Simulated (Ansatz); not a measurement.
CsPbI₃ (cubic perovskite, Pm-3m), plane-wave PAW LDA (Ansatz code), all energies at zero smearing, with the estimated change up to a 700 eV cutoff added, with one set of potentials and settings (totals compare only within such a set). Cell of 5 atoms (1 Cs, 1 Pb, 3 I): -39179.568 eV.

```
element                reference phase  E (eV/atom)
-------  -----------------------------  -----------
Cs       P6_3/mmc, 2 atoms in the cell   -5504.8697
Pb          Fm-3m, 1 atoms in the cell  -11602.3592
I            Cmce, 4 atoms in the cell   -7355.8618
```

Formation energy per atom, worked out: (-39179.568 − 1×(-5504.8697) − 1×(-11602.3592) − 3×(-7355.8618))/5 = -0.951 eV/atom (-92 kJ per mol of atoms), at 0 K, without zero-point energy or fitted corrections.

This is a known high-temperature phase of the composition, computed here at zero pressure and temperature. The LDA relaxation kept the symmetry of its start; of distortions, only those at the zone centre were tested, and some modes there are weakly imaginary. The references are the lowest solids computed at this level, not always the standard phases. Scalar-relativistic: spin–orbit coupling is off unless named, which matters more the heavier the elements.

Potentials: the later of the program's two PAW sets.
